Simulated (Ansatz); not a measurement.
# HfO2 (P2_12_12) in Ansatz: relaxation of cell and atoms with revPBE

Aim: the relaxation of cell and atoms of HfO2 with revPBE.

All numbers are computed with Ansatz 0.2.0; they aren't measurements. Logs are shortened: lines on timing, memory, paths and dates and some standing lists are left out, and cuts for length are marked.

### Step 1. The structure

The structure is orthorhombic, space group P2_12_12 (No. 18). The conventional cell has a = 5.080 Å, b = 5.165 Å, c = 4.891 Å, α = 90.00°, β = 90.00°, γ = 90.00°. Hf (site symmetry 1) is surrounded by 7 O at 1.99 to 2.25 Å. O (site symmetry 1) is surrounded by 3 Hf at 1.99 to 2.25 Å. O (site symmetry 2) has 4 Hf at 2.13 to 2.15 Å as nearest neighbours. O (site symmetry 2) is surrounded by 4 Hf at 2.16 to 2.18 Å.

The cell comes from a database or a generator and needn't be the stable form of this composition.

### Step 2. Relaxation of cell and atoms, revPBE

The input, input.yaml:

```yaml
crystal:
  lattice:
    - [5.0803194, 0.0, 0.0]
    - [0.0, 5.16486745, 0.0]
    - [0.0, 0.0, 4.89088365]
  atoms:
    - { symbol: Hf, position: [0.22259082, 0.78179958, 0.27206794] }
    - { symbol: Hf, position: [0.72259082, 0.71820042, 0.72793206] }
    - { symbol: Hf, position: [0.77740918, 0.21820042, 0.27206794] }
    - { symbol: Hf, position: [0.27740918, 0.28179958, 0.72793206] }
    - { symbol: O, position: [0.18681532, 0.16364878, 0.10453462] }
    - { symbol: O, position: [0.68681532, 0.33635122, 0.89546538] }
    - { symbol: O, position: [0.81318468, 0.83635122, 0.10453462] }
    - { symbol: O, position: [0.31318468, 0.66364878, 0.89546538] }
    - { symbol: O, position: [0.0, 0.5, 0.48905445] }
    - { symbol: O, position: [0.5, 0.0, 0.51094555] }
    - { symbol: O, position: [0.0, 0.0, 0.57562499] }
    - { symbol: O, position: [0.5, 0.5, 0.42437501] }
hamiltonian:
  xc: revpbe
  pseudopotentials: { kind: paw }
kpoints:
  mp_grid: { grid: [5, 5, 6] }
scf:
  occupations: { method: fermi_dirac, width: 0.05 }
output:
  forces: true
  stress: true
  eigenvalues: true
relax:
  f_tol: 0.01
  max_steps: 40
  cell: { stress_tol: 0.05 }
```

Potentials or basis: Ansatz PAW.

Run with:

```console
ansatz run input.yaml --threads 4 --pin off --max-ram 11264MiB --backend cpu --events-out ev --progress --plain --runs-dir out
```

Output:

```text
Warning: RAYON_NUM_THREADS=4 ignored (pool sized by the plan → 4); use --threads N
Engine: ansatz 0.2.0, x86_64-unknown-linux-gnu
Pseudopotentials: kind: paw
Pseudopotential: Hf, paw, valence charge 26, recommended cutoff 420 eV (normal), Hf.paw.azcp
Pseudopotential: O, paw, valence charge 6, recommended cutoff 420 eV (normal), O.paw.azcp
Functional definition: revPBE
  parameter kappa = 1.245
  parameter beta = 0.06672455060314922
  exchange = pbe_x(kappa = kappa, mu = beta*pi^2/3)
  correlation = pbe_c(beta = beta)
Crystal: 12 atoms, lattice volume = 128.333 Å³
Basis set: ecut = 420 eV, 2505 PW (Γ), exchange–correlation on 72×72×72 points (8 copies of the dense FFT grid, shifted against one another)
Bands: 92, of which v1, the nominal top of the filled ones, is band 76 counted from 1 (75 counted from 0)
Symmetry: 4 space group operations
Space group: P21212 (ITA 18), of the structure as read, at distance tolerance 5.0e-5 Å
k-points: 36 of 150 (time reversal used)
Non-local potential: Hf, projectors of the file, l = 0: 3, l = 1: 2, l = 2: 2, l = 3: 3
Non-local potential: O, projectors of the file, l = 0: 2, l = 1: 2, l = 2: 1
PAW form: soft (Blöchl's): semilocal exchange-correlation on the pseudo side does not see the compensation charge
PAW frozen core: Hf, regenerated for the run's functional, and the local potential with it (the file was generated under x = pbe(κ = 0.804, μ = 0.2195149727645171), c = pbe(β = 0.06672455060314922))
PAW frozen core: O, regenerated for the run's functional, and the local potential with it (the file was generated under x = pbe(κ = 0.804, μ = 0.2195149727645171), c = pbe(β = 0.06672455060314922))
PAW one-centre angular grid: Hf, 590 points (default); XC on 64 Gauss nodes
PAW one-centre angular grid: O, 110 points (default); XC on 64 Gauss nodes
Initial density: superposition of atomic densities (neutral atoms: chi_scale 0, normalization atom), corrected by the library's trained network
Initial wavefunctions: pseudopotential atomic-orbital guess
Functional: x = revpbe(κ = 1.245, μ = 0.2195149727645171), c = pbe(β = 0.06672455060314922)
SCF iter   1: F=—  HF=-67490.381120 eV  |F-HF|=—  |Δ(HF+E_count)|=         —  Δρ=5.02e-3  dr2=2.17e-2  ethr=1.77e-3  ⟨swp⟩=5.2  Hψ=10313  notcnv=0  defer=121
preconditioner: auto → Resta (q_TF=auto, 2.806 Å⁻¹)  ε∞=5.6  [insulator: Δε(μ)=3.969 eV  Ē_g=18.351 eV  σ=0.050 eV  W_gap=1.00  n_scr=48 (ndim 8)  ℏωp=39.3 eV  f_vac=0.013  D(μ)=0.00/eV (n_scr^D=0)  ε∞_Penn≈5.6]
SCF iter   2: F=—  HF=-67490.379447 eV  |F-HF|=—  |Δ(HF+E_count)|=   1.67e-3  Δρ=2.47e-3  dr2=3.45e-3  ethr=1.43e-5  ⟨swp⟩=2.0  Hψ=5866  notcnv=0  defer=132
SCF iter   3: F=—  HF=-67490.380483 eV  |F-HF|=—  |Δ(HF+E_count)|=   1.04e-3  Δρ=9.92e-4  dr2=9.41e-4  ethr=2.27e-6  ⟨swp⟩=2.0  Hψ=3753  notcnv=0  defer=132
SCF iter   4: F=—  HF=-67490.380731 eV  |F-HF|=—  |Δ(HF+E_count)|=   2.49e-4  Δρ=2.18e-4  dr2=7.41e-5  ethr=6.19e-7  ⟨swp⟩=2.0  Hψ=5025  notcnv=0  defer=132
SCF iter   5: F=—  HF=-67490.380565 eV  |F-HF|=—  |Δ(HF+E_count)|=   1.67e-4  Δρ=1.39e-4  dr2=2.27e-5  ethr=4.88e-8  ⟨swp⟩=2.0  Hψ=5736  notcnv=0  defer=132
SCF iter   6: F=—  HF=-67490.380566 eV  |F-HF|=—  |Δ(HF+E_count)|=   1.33e-6  Δρ=4.08e-5  dr2=3.24e-6  ethr=1.49e-8  ⟨swp⟩=2.0  Hψ=5592  notcnv=0  defer=132
SCF iter   7: F=—  HF=-67490.380567 eV  |F-HF|=—  |Δ(HF+E_count)|=   1.11e-6  Δρ=3.43e-5  dr2=1.40e-6  ethr=2.13e-9  ⟨swp⟩=2.0  Hψ=5592  notcnv=0  defer=132
SCF iter   8: F=—  HF=-67490.380567 eV  |F-HF|=—  |Δ(HF+E_count)|=   1.46e-7  Δρ=1.04e-5  dr2=1.18e-7  ethr=9.21e-10  ⟨swp⟩=2.0  Hψ=5160  notcnv=0  defer=132
[... 293 lines left out ...]
  E_kinetic    = 3081.414627
  E_local      = -23751.502403  (includes V_loc(G=0)·N_el)
  E_nonlocal   = -4599.214502
  E_hartree    = 10850.658825
  E_xc         = -1792.195603
  E_vxc        = -1816.779658  (∫ρ·V_xc dr)
  E_paw        = -29013.099322  (= ΣΔE_a)
  E_vpaw       = 5426.042262  (= ΣTr[D̂ρ^β])
  E_aug_tail   = 0.019593  (compensation charges beyond the density's cutoff)
  E_ewald      = -22266.132889
  E_core_change = -0.652462  (= ΣΔE_core)
  E_smearing   = -0.000000  (= −TS)
  E_closure    = 0.000000  (closes the sum)
  Σ components = -67490.704137   (vs F -67490.704137, Δ=0.00e0)
--- Forces (eV/Å), atoms counted from 1 ---
  atom   1  Hf    -0.00005775    -0.00047712    -0.00060546
  atom   2  Hf    -0.00005775     0.00047712     0.00060546
  atom   3  Hf     0.00005775     0.00047712    -0.00060546
  atom   4  Hf     0.00005775    -0.00047712     0.00060546
  atom   5  O     -0.00000106     0.00090895    -0.00166392
  atom   6  O     -0.00000106    -0.00090895     0.00166392
  atom   7  O      0.00000106    -0.00090895    -0.00166392
  atom   8  O      0.00000106     0.00090895     0.00166392
  atom   9  O     -0.00000000     0.00000000    -0.00075828
  atom  10  O     -0.00000000     0.00000000     0.00075828
  atom  11  O     -0.00000000     0.00000000     0.00087428
  atom  12  O     -0.00000000     0.00000000    -0.00087428
  max |Σ_I F_I| component: 6.51e-18 eV/Å
--- Stress (GPa, compression-positive) ---
       -0.005642       0.000000       0.000000
        0.000000       0.010394       0.000000
        0.000000       0.000000      -0.002201
  P = ⅓ Tr σ = 0.0009 GPa (0.009 kbar)
--- Band table (eV; the first three rows and the last of 36) ---
  k-point 0: bands = ["-46.1761", "-46.1601", "-46.1589", "-46.1583", "-15.1598", "-15.1297", "-15.1111", "-14.9248", "-14.8912", "-14.8897", "-14.8711", "-14.8521", "-14.8008", "-14.7775", "-14.7455", "-14.6947", "-3.6373", "-2.5167", "-2.2213", "-2.1606", "-1.5252", "-1.4301", "-1.3298", "-1.3213", "3.9195", "3.9226", "3.9423", "3.9450", "3.9454", "3.9480", "3.9483", "3.9517", "3.9585", "3.9689", "3.9695", "3.9697", "3.9698", "3.9770", "3.9804", "3.9807", "3.9839", "3.9913", "3.9914", "3.9954", "4.0091", "4.0093", "4.0106", "4.0433", "4.0523", "4.0566", "4.0606", "4.0652", "9.2933", "9.3606", "9.9213", "10.2152", "10.2588", "10.7770", "11.0481", "11.4195", "11.4387", "11.6105", "11.9749", "11.9884", "12.1192", "12.6393", "12.6959", "12.8701", "12.9655", "13.4115", "13.5720", "13.7368", "13.9380", "13.9673", "14.2973", "14.3088", "18.4420", "19.7521", "19.8009", "20.1151", "20.2742", "20.5613", "20.8746", "20.9136", "20.9673", "21.1103", "21.1413", "21.5993", "21.7171", "21.7544", "22.1250", "22.6508"]
  k-point 1: bands = ["-46.1753", "-46.1602", "-46.1591", "-46.1588", "-15.1519", "-15.1095", "-15.0926", "-14.9202", "-14.9003", "-14.8995", "-14.8668", "-14.8385", "-14.8054", "-14.7969", "-14.7723", "-14.7050", "-3.5404", "-2.4808", "-2.2202", "-2.1611", "-1.5019", "-1.4846", "-1.4182", "-1.3116", "3.9212", "3.9255", "3.9420", "3.9439", "3.9472", "3.9475", "3.9487", "3.9526", "3.9594", "3.9656", "3.9674", "3.9689", "3.9718", "3.9734", "3.9775", "3.9806", "3.9810", "3.9917", "3.9947", "3.9974", "4.0054", "4.0086", "4.0147", "4.0458", "4.0506", "4.0573", "4.0586", "4.0717", "9.3322", "9.5176", "9.5941", "10.2003", "10.2136", "10.7282", "10.8371", "11.4208", "11.4914", "11.5844", "12.0352", "12.2271", "12.2867", "12.5425", "12.7289", "12.8928", "13.1009", "13.5069", "13.5193", "13.5655", "13.8788", "13.9662", "14.3166", "14.3452", "18.5411", "19.7000", "19.7516", "20.0859", "20.0907", "20.3362", "20.4574", "20.8457", "20.9637", "21.1180", "21.4423", "21.5792", "21.6959", "21.9501", "22.4741", "22.6772"]
  k-point 2: bands = ["-46.1734", "-46.1609", "-46.1603", "-46.1587", "-15.1341", "-15.0565", "-15.0438", "-14.9179", "-14.9145", "-14.9095", "-14.8599", "-14.8476", "-14.8385", "-14.8162", "-14.8093", "-14.7329", "-3.3075", "-2.4022", "-2.2181", "-2.1622", "-1.7601", "-1.4519", "-1.3973", "-1.3721", "3.9255", "3.9336", "3.9408", "3.9429", "3.9452", "3.9488", "3.9497", "3.9566", "3.9608", "3.9613", "3.9628", "3.9655", "3.9691", "3.9712", "3.9747", "3.9750", "3.9835", "3.9925", "3.9929", "4.0001", "4.0035", "4.0094", "4.0166", "4.0462", "4.0520", "4.0616", "4.0662", "4.0719", "9.1874", "9.4048", "9.8953", "10.0034", "10.1710", "10.5513", "10.6467", "11.2811", "11.5622", "11.6723", "12.1709", "12.3785", "12.4126", "12.5570", "12.7440", "12.9538", "13.1164", "13.3805", "13.4624", "13.5642", "13.8881", "14.0724", "14.3990", "14.4337", "18.7271", "19.6658", "19.6662", "19.8514", "19.8821", "19.9492", "20.0846", "20.6285", "20.8948", "21.0786", "21.3672", "21.5848", "21.8671", "22.7677", "22.7959", "22.8241"]
  k-point 35: bands = ["-46.1655", "-46.1636", "-46.1625", "-46.1617", "-15.1389", "-15.1278", "-15.1224", "-15.1114", "-14.8510", "-14.8444", "-14.8278", "-14.8211", "-14.7762", "-14.7609", "-14.7549", "-14.7473", "-2.7399", "-2.6027", "-2.5204", "-2.4652", "-1.5183", "-1.4331", "-1.3952", "-1.3608", "3.9318", "3.9334", "3.9335", "3.9356", "3.9395", "3.9423", "3.9456", "3.9469", "3.9653", "3.9659", "3.9706", "3.9706", "3.9774", "3.9821", "3.9831", "3.9851", "3.9869", "3.9883", "3.9893", "4.0007", "4.0157", "4.0175", "4.0184", "4.0200", "4.0436", "4.0448", "4.0467", "4.0472", "9.8745", "10.2082", "10.2127", "10.3112", "10.4447", "10.5864", "10.8313", "11.0888", "11.3025", "11.5956", "11.8433", "11.8563", "12.1982", "12.4391", "12.6333", "12.7763", "12.8827", "13.0408", "13.1206", "13.2759", "13.6729", "13.7480", "13.8804", "13.9196", "19.5776", "19.7765", "19.9559", "20.0002", "20.1100", "20.3733", "20.4927", "20.6350", "20.6578", "21.0890", "21.1400", "21.3368", "21.6317", "21.9136", "21.9660", "22.2079"]
--- Relaxed structure (18 steps of the walk, 14 accepted, 3 SCFs on fresh bases) ---
  F+E_penalty+E_count = -67490.70413682 eV   max|allowed force component| = 1.664e-3 eV/Å   (the final SCF, on the basis selected at the relaxed cell)
  cell:  # Å, volume = 137.3685 Å³
    - [5.131950415849995, 0.0, 0.0]
    - [0.0, 5.325337869135163, 0.0]
    - [0.0, 0.0, 5.0264055332527935]
  atoms:
    - { symbol: Hf, position: [0.2500213774342573, 0.7811264206000763, 0.27337715372587607] }
    - { symbol: Hf, position: [0.750021377434257, 0.7188735793999235, 0.726622846274124] }
    - { symbol: Hf, position: [0.7499786225657428, 0.21887357939992355, 0.27337715372587607] }
    - { symbol: Hf, position: [0.24997862256574266, 0.2811264206000765, 0.726622846274124] }
    - { symbol: O, position: [0.2500407847135813, 0.1314927117130665, 0.09352181746151754] }
    - { symbol: O, position: [0.7500407847135812, 0.3685072882869335, 0.9064781825384827] }
    - { symbol: O, position: [0.7499592152864188, 0.8685072882869335, 0.09352181746151754] }
    - { symbol: O, position: [0.24995921528641865, 0.6314927117130664, 0.9064781825384827] }
    - { symbol: O, position: [3.41459530276149e-19, 0.5, 0.4501069917330401] }
    - { symbol: O, position: [0.5, -5.59783154414675e-20, 0.5498930082669597] }
    - { symbol: O, position: [3.41459530276149e-19, -5.597831544146748e-20, 0.5498501654713219] }
    - { symbol: O, position: [0.5, 0.5, 0.450149834528678] }
```

It took 4.3 min on 4 threads of Intel Xeon Platinum 8488C (Sapphire Rapids), shared host; peak memory 0.84 GiB.

What came out:

```yaml
Free_energy: -67490.7041 eV
Relaxed_volume: 11.45 Å³/atom
Relaxed_cell: a = 5.132 Å, b = 5.325 Å, c = 5.026 Å, α = 90.00°, β = 90.00°, γ = 90.00°
Space_group_after_relaxing_to_0.05_Å: Pbcm (No. 57)
Energy_gained_by_relaxing: 27.0 meV/atom
Ionic_steps: 17
Pressure_after_relaxing: 0.0 GPa
Band_gap_on_the_k_mesh: 3.97 eV, indirect (least direct gap 4.13 eV)
```

Step by step:
| step | energy change (eV) | largest force (eV/Å) | volume (Å³) |
| --- | --- | --- | --- |
| 1 | 0.0000 | 0.2252 | 128.33 |
| 2 | -0.2148 | 0.2599 | 137.12 |
| 3 | -0.2455 | 0.1038 | 135.48 |
| 4 | -0.2487 | 0.0302 | 135.38 |
| 5 | -0.2492 | 0.0403 | 135.45 |
| 6 | -0.2543 | 0.0209 | 135.76 |
| 7 | -0.2563 | 0.0644 | 136.00 |
| 8 | -0.2607 | 0.1022 | 136.49 |
| 9 | -0.2643 | 0.0376 | 136.70 |
| 10 | -0.2651 | 0.0048 | 136.75 |
| 11 | -0.2644 | 0.0208 | 136.90 |
| 12 | -0.2649 | 0.0013 | 136.83 |
| 13 | -0.3224 | 0.0041 | 136.83 |
| 14 | -0.3212 | 0.0042 | 137.31 |
| 15 | -0.3235 | 0.0041 | 137.31 |
| 16 | -0.3232 | 0.0019 | 137.37 |
| 17 | -0.3236 | 0.0019 | 137.37 |

Final structure:
```yaml
crystal:
  lattice:
    - [5.13195, 0.00000, 0.00000]
    - [0.00000, 5.32534, 0.00000]
    - [0.00000, 0.00000, 5.02641]
  atoms:
    - { symbol: Hf, position: [0.25002, 0.78113, 0.27338] }
    - { symbol: Hf, position: [0.75002, 0.71887, 0.72662] }
    - { symbol: Hf, position: [0.74998, 0.21887, 0.27338] }
    - { symbol: Hf, position: [0.24998, 0.28113, 0.72662] }
    - { symbol: O, position: [0.25004, 0.13149, 0.09352] }
    - { symbol: O, position: [0.75004, 0.36851, 0.90648] }
    - { symbol: O, position: [0.74996, 0.86851, 0.09352] }
    - { symbol: O, position: [0.24996, 0.63149, 0.90648] }
    - { symbol: O, position: [0.00000, 0.50000, 0.45011] }
    - { symbol: O, position: [0.50000, 0.00000, 0.54989] }
    - { symbol: O, position: [0.00000, 0.00000, 0.54985] }
    - { symbol: O, position: [0.50000, 0.50000, 0.45015] }
```

Caveat: odd divisions of the mesh miss points on the zone boundary, where band edges often lie, so the gap on the mesh can be too wide; the plane-wave basis is chosen anew once the cell has moved, so the energies of steps on either side of that aren't comparable; the pressure holds a Pulay correction of +0.7 GPa for the finite cutoff; spin-orbit coupling is left out, which moves the levels of the heavy elements; the PAW data sets come from PBE, with cores solved anew for the run's functional, which leaves a small shift of forces and pressure.
